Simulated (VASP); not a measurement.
# Y (P6_3/mmc) in VASP: a series of runs

Runs on Y. Level: PBEsol. Tasks: single point.

Everything below comes from runs of VASP 6.6.1. Logs are shortened: lines on timing, memory, paths and dates and some standing lists are left out, and cuts for length are marked.

### Step 1. The structure

Symmetry: P6_3/mmc, No. 194, hexagonal system. Conventional cell: a = 3.647 Å, b = 3.647 Å, c = 5.731 Å, α = 90.00°, β = 90.00°, γ = 120.00°. Around Y (site symmetry -6m2) lie 12 Y at 3.56 to 3.65 Å.

### Step 2. Single point, PBEsol

File INCAR:

```
SYSTEM = Y
PREC     = Accurate       ! precision mode
ENCUT    = 450            ! plane-wave cutoff, eV
EDIFF    = 1E-4           ! SCF threshold, eV
ISMEAR   = -1             ! smearing method
SIGMA    = 0.15           ! smearing width, eV
LREAL    = .FALSE.        ! projectors in reciprocal space
LASPH    = .TRUE.         ! aspherical terms in the spheres
NELM     = 100            ! most SCF steps
ALGO     = Normal         ! electronic algorithm
ISIF     = 2              ! what is computed and relaxed
LWAVE    = .FALSE.        ! write WAVECAR
LCHARG   = .FALSE.        ! write CHGCAR
GGA      = PS             ! functional
NBANDS   = 18             ! bands
ADDGRID  = .FALSE.
```

File KPOINTS:

```
Automatic mesh
0
G
  13 13 7
  0 0 0
```

File POSCAR:

```
Y
1.0
    3.6474000000      0.0000000000      0.0000000000
   -1.8237000000      3.1587410578      0.0000000000
    0.0000000000      0.0000000000      5.7306000000
Y
2
Direct
    0.6666666667      0.3333333333      0.7500000000
    0.3333333333      0.6666666667      0.2500000000
```

Potentials or basis: VASP PAW PBE potentials, release 64 (Y_sv).

Run with:

```
$ cat potpaw_PBE.64/Y_sv/POTCAR > POTCAR
$ mpirun -np 1 vasp_std > vasp.out
```

OUTCAR:

```text
SYSTEM = Y
   PREC = Accurate
   ENCUT = 450
   EDIFF = 1E-4
   ISMEAR = -1
   LREAL = .FALSE.
   LASPH = .TRUE.
   NELM = 100
   ISIF = 2
   GGA = PS

 Found     84 irreducible k-points:

 Following reciprocal coordinates:
            Coordinates               Weight
  0.000000  0.000000  0.000000      1.000000
  0.076923 -0.000000  0.000000      6.000000
  0.153846  0.000000  0.000000      6.000000
  0.230769 -0.000000  0.000000      6.000000
  0.307692  0.000000  0.000000      6.000000
  0.384615 -0.000000  0.000000      6.000000
   k-points           NKPTS =     84   k-points in BZ     NKDIM =     84   number of bands    NBANDS=     18
   number of dos      NEDOS =    301   number of ions     NIONS =      2
   total plane-waves  NPLWV =  31360
   dimension x,y,z NGX =    28 NGY =   28 NGZ =   40
   dimension x,y,z NGXF=    56 NGYF=   56 NGZF=   80
   ions per type =               2
   NGX,Y,Z   is equivalent  to a cutoff of  12.76, 12.76, 11.60 a.u.
   NGXF,Y,Z  is equivalent  to a cutoff of  25.52, 25.52, 23.21 a.u.
 SYSTEM =  Y
   PREC   = accura    normal or accurate (medium, high low for compatibility)
   ISTART =      0    job   : 0-new  1-cont  2-samecut
   ICHARG =      2    charge: 1-file 2-atom 10-const
   ISPIN  =      1    spin polarized calculation?
   LNONCOLLINEAR =      F non collinear calculations
   LSORBIT =      F    spin-orbit coupling
   LASPH  =      T    aspherical Exc in radial PAW
   ENCUT  =  450.0 eV  33.07 Ry    5.75 a.u.   6.31  6.31  9.91*2*pi/ulx,y,z
   NELM   =    100;   NELMIN=  2; NELMDL= -5     # of ELM steps
   EDIFF  = 0.1E-03   stopping-criterion for ELM
   LREAL  =      F    real-space projection
   EDIFFG = 0.1E-02   stopping-criterion for IOM
   NSW    =      0    number of steps for IOM
   IBRION =     -1    ionic relax: 0-MD 1-quasi-New 2-CG
   NFREE  =      0    steps in history (QN), initial steepest desc. (CG)
   ISIF   =      2    stress and relaxation
   ISYM   =      2    0-nonsym 1-usesym 2-fastsym
   POTIM  = 0.5000    time-step for ionic-motion
   TEBEG  =    0.0;   TEEND  =   0.0 temperature during run
   PSTRESS=    0.0 pullay stress
   NELECT =      22.0000    total number of electrons
   NUPDOWN=      -1.0000    fix difference up-down
   EMIN   =  10.00;   EMAX   =-10.00  energy-range for DOS
   EFERMI =   0.00;   METHOD = LEGACY
   ISMEAR =    -1;   SIGMA  =   0.15  broadening in eV -4-tet -1-fermi 0-gaus
   EFERMI_NEDOS =   21; number of points for ismear=-14 and -15
   IALGO  =     38    algorithm
   IMIX   =      4    mixing-type and parameters
     AMIX     =   0.40;   BMIX     =  1.00
     AMIX_MAG =   1.60;   BMIX_MAG =  1.00
  volume/ion in A,a.u.               =      33.01       222.77
  Fermi-wavevector in a.u.,A,eV,Ry     =   1.134967  2.144777 17.526345  1.288150
  Thomas-Fermi vector in A             =   2.271671
   LORBIT       =      0    0 simple, 1 ext, 2 COOP (PROOUT), +10 PAW based schemes
   GGA     = PS    functional components
   LHFCALC =     F    Hartree Fock is set to
   AEXX    =    0.0000 exact exchange contribution
   IVDW    =     0    specifies the selected vdW correction
   LEPSILON=     F    determine dielectric tensor
   LRPA    =     F    only Hartree local field effects (RPA)
 non-spin polarized calculation
  energy-cutoff  :      450.00
  volume of cell :       66.02
 maximum number of plane-waves:      1444
 NGX is ok and might be reduce to    28
   NGX = 13   NGY = 13   NGZ = 19

 number of electron      22.0000000 magnetization

 Free energy of the ion-electron system (eV)
  ---------------------------------------------------
  ext. energy  EPLUGINS =         0.00000000
  ---------------------------------------------------
  free energy    TOTEN  =       -13.74931672 eV

  energy without entropy =      -13.49587789  energy(sigma->0) =      -13.62259730

 E-fermi :   2.8620     XC(G=0):  -9.5131

 val. band max:        2.8608793711   @ k =   0.4615   0.0769   0.4286
 cond. band min:       2.8696314312   @ k =   0.3077   0.1538   0.4286
 fundamental gap:      0.0087520601
 Fermi energy:         2.8620320283

 k-point     1 :       0.0000    0.0000    0.0000
  band No.  band energies     occupation
      1     -39.7420      2.00000
      2     -39.6698      2.00000
      3     -20.0395      2.00000
      4     -19.5611      2.00000
      5     -19.5611      2.00000
      6     -19.4728      2.00000
      7     -19.4728      2.00000
      8     -19.4475      2.00000
      9      -1.8334      2.00000
     10       0.9972      1.99999
     11       3.7355      0.00590
     12       4.6028      0.00002
     13       4.6028      0.00002
     14       4.8845      0.00000
     15       5.2009      0.00000
     16       5.2009      0.00000
     17       5.6336      0.00000
     18       5.6336      0.00000

 k-point     2 :       0.0769   -0.0000    0.0000
  band No.  band energies     occupation
      1     -39.7391      2.00000
      2     -39.6688      2.00000
      3     -20.0290      2.00000
      4     -19.5824      2.00000
      5     -19.5684      2.00000
      6     -19.4952      2.00000
      7     -19.4755      2.00000
      8     -19.4523      2.00000
      9      -1.7075      2.00000
     10       1.1166      1.99998
     11       3.6067      0.01387
     12       4.2840      0.00015
     13       4.7196      0.00001
     14       5.0475      0.00000
     15       5.1335      0.00000
     16       5.3110      0.00000
     17       5.4639      0.00000
     18       5.5136      0.00000

 k-point     3 :       0.1538    0.0000    0.0000
  band No.  band energies     occupation
      1     -39.7309      2.00000
      2     -39.6660      2.00000
      3     -19.9989      2.00000
      4     -19.6416      2.00000
      5     -19.5880      2.00000
      6     -19.5562      2.00000
      7     -19.4837      2.00000
      8     -19.4670      2.00000
      9      -1.3440      2.00000
     10       1.4423      1.99984
     11       3.2798      0.11627
     12       3.7900      0.00411
     13       4.7228      0.00001
     14       5.0647      0.00000
     15       5.1309      0.00000
     16       5.2346      0.00000
     17       5.4717      0.00000
     18       5.6336      0.00000

 k-point     4 :       0.2308   -0.0000    0.0000
  band No.  band energies     occupation
      1     -39.7188      2.00000
      2     -39.6625      2.00000
      3     -19.9526      2.00000
      4     -19.7254      2.00000
      5     -19.6393      2.00000
      6     -19.6145      2.00000
      7     -19.4960      2.00000
      8     -19.4914      2.00000
      9      -0.7858      2.00000
     10       1.8458      1.99772
     11       2.8764      0.95211
     12       3.3301      0.08454
     13       4.4048      0.00007
     14       4.8021      0.00000
     15       4.9195      0.00000
     16       5.6212      0.00000
     17       5.9083      0.00000
     18       6.1432      0.00000

 k-point     5 :       0.3077    0.0000    0.0000
  band No.  band energies     occupation
      1     -39.7051      2.00000
      2     -39.6597      2.00000
      3     -19.8961      2.00000
      4     -19.8147      2.00000
      5     -19.7240      2.00000
      6     -19.6416      2.00000
      7     -19.5245      2.00000
      8     -19.5100      2.00000
      9      -0.1077      2.00000
     10       2.0439      1.99148
     11       2.5006      1.83509
     12       3.0413      0.46465
     13       4.3465      0.00010
     14       4.5329      0.00003
     15       4.6422      0.00001
     16       6.3554      0.00000
     17       6.4732      0.00000
     18       6.7858      0.00000

 k-point     6 :       0.3846   -0.0000    0.0000
  band No.  band energies     occupation
      1     -39.6925      2.00000
      2     -39.6586      2.00000
      3     -19.8886      2.00000
      4     -19.8386      2.00000
      5     -19.7919      2.00000
      6     -19.6635      2.00000
      7     -19.5626      2.00000
      8     -19.5219      2.00000
      9       0.5749      2.00000
     10       1.9270      1.99608
     11       2.2190      1.97287
     12       2.8811      0.93645
     13       4.3453      0.00010
     14       4.4415      0.00005
     15       4.6170      0.00002
     16       7.1859      0.00000
     17       7.2017      0.00000
     18       7.4642      0.00000

 [... further k-points ...]

------------------------ aborting loop because EDIFF is reached ----------------------------------------

  FORCE on cell =-STRESS in cart. coord.  units (eV):
  Direction    XX          YY          ZZ          XY          YZ          ZX
  --------------------------------------------------------------------------------------
  -------------------------------------------------------------------------------------
  Total       -0.8329207     -0.8329207     -0.8906459      0.0000000      0.0000000      0.0000000
  in kB      -20.2123460    -20.2123460    -21.6131539      0.0000000      0.0000000      0.0000000
  external PRESSURE =     -20.6792820 kB  Pullay stress =       0.0000000 kB

 VOLUME and BASIS-vectors are now :
 -----------------------------------------------------------------------------
  energy-cutoff  :      450.00
  volume of cell :       66.02
      direct lattice vectors                 reciprocal lattice vectors
     3.647400000  0.000000000  0.000000000     0.274167900  0.158290911  0.000000000
    -1.823700000  3.158741058  0.000000000     0.000000000  0.316581822  0.000000000
     0.000000000  0.000000000  5.730600000     0.000000000  0.000000000  0.174501797

 POSITION                                       TOTAL-FORCE (eV/Angst)
 -----------------------------------------------------------------------------------
      1.82370      1.05291      4.29795         0.000000     -0.000000      0.000000
     -0.00000      2.10583      1.43265        -0.000000      0.000000      0.000000
 -----------------------------------------------------------------------------------
    total drift:                               -0.000000      0.000000     -0.000000

  FREE ENERGIE OF THE ION-ELECTRON SYSTEM (eV)
  ---------------------------------------------------
  free  energy   TOTEN  =       -13.7493167230 eV

  energy  without entropy=      -13.4958778866  energy(sigma->0) =      -13.62259730
```

Wall time 35 s (1 thread of AMD EPYC 9R45 (Zen 5), shared host); peak memory 0.21 GiB.

These settings aren't checked as converged: the numbers below hold their error.

Results:

```yaml
Free_energy: -13.7493 eV
Pressure: -2.1 GPa
Band_gap_on_the_k_mesh: none (metal or under the smearing width)
```

Caveat: the PAW data sets were made with another functional, which shifts forces and pressure a little.

(Continued in part 2 of 2.)
